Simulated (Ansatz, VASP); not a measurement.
LiH: VASP beside Ansatz

Contents of POSCAR:

```
LiH
1.0
    0.0000000000      1.9984726927      2.0692186260
    1.9984726927      0.0000000000      2.0692186260
    1.9984726927      1.9984726927      0.0000000000
Li H
1 1
Direct
    0.0000000000      0.0000000000      0.0000000000
    0.5000000000      0.5000000000      0.5000000000
```

Contents of INCAR.step1:

```
SYSTEM = LiH
  PREC = Accurate
  ENCUT = 520
  ISMEAR = 0
  SIGMA = 0.01
  LREAL = .FALSE.
  LASPH = .TRUE.
  NELM = 100
  NBANDS = 9
  GGA = PE
  ALGO = Normal
  EDIFF = 1E-4
  LWAVE = .TRUE.
  LCHARG = .FALSE.
```

The input INCAR.step2:

```
SYSTEM = LiH
  PREC = Accurate
  ENCUT = 520
  EDIFF = 1E-7
  ISMEAR = 0
  SIGMA = 0.01
  LREAL = .FALSE.
  LASPH = .TRUE.
  NELM = 100
  ALGO = Normal
  ISIF = 2
  LWAVE = .FALSE.
  LCHARG = .FALSE.
  METAGGA = R2SCAN
  LMIXTAU = .TRUE.
  NBANDS = 9
  ISTART = 1
```

The input KPOINTS:

```
Automatic mesh
0
G
  10 10 10
  0 0 0
```

Input for Ansatz:

```yaml
crystal:
  lattice:
    - [0.0, 1.9984726927, 2.069218626]
    - [1.9984726927, 0.0, 2.069218626]
    - [1.9984726927, 1.9984726927, 0.0]
  atoms:
    - { symbol: Li, position: [0.0, 0.0, 0.0] }
    - { symbol: H, position: [0.5, 0.5, 0.5] }
kpoints:
  mp_grid: { grid: [10, 10, 10] }
  band_path:
    path:
      - [0.0, 0.0, 0.0]
      - [0.5, 0.0, 0.5]
      - [0.625, 0.25, 0.625]
      - [0.375, 0.375, 0.75]
      - [0.5, 0.5, 0.5]
      - [0.5, 0.25, 0.75]
      - [0.0, 0.5, 0.5]
      - [0.5, 0.5, 0.0]
    npoints: 1
hamiltonian:
  xc: r2scan
scf:
  occupations: { method: fixed }
  n_extra_bands: 4
output:
  forces: true
  stress: true
  eigenvalues: true
```

Change from the starting cell: uniaxial_z strain +3.5%.

Alike in both runs: task single point; functional r2SCAN; k mesh 10 × 10 × 10; no spin polarisation.

|  | VASP | Ansatz |
| --- | --- | --- |
| version | VASP 6.6.1 | Ansatz 0.2.0 |
| potentials or method | VASP PAW PBE potentials, release 64 (Li_sv, H) | plane waves, PAW |
| plane-wave cutoff (eV) | 520 | 500 |
| occupations | gaussian, width 0.01 eV | fixed |
| valence electrons in the cell | 4 | 4 |

VASP gave:

* gap on the k mesh at the Fermi level (eV): 3.20

Problem. Which values does Ansatz return?

Solution. gap on the k mesh at the Fermi level (eV): 3.25.

 A k mesh can miss the band edges.
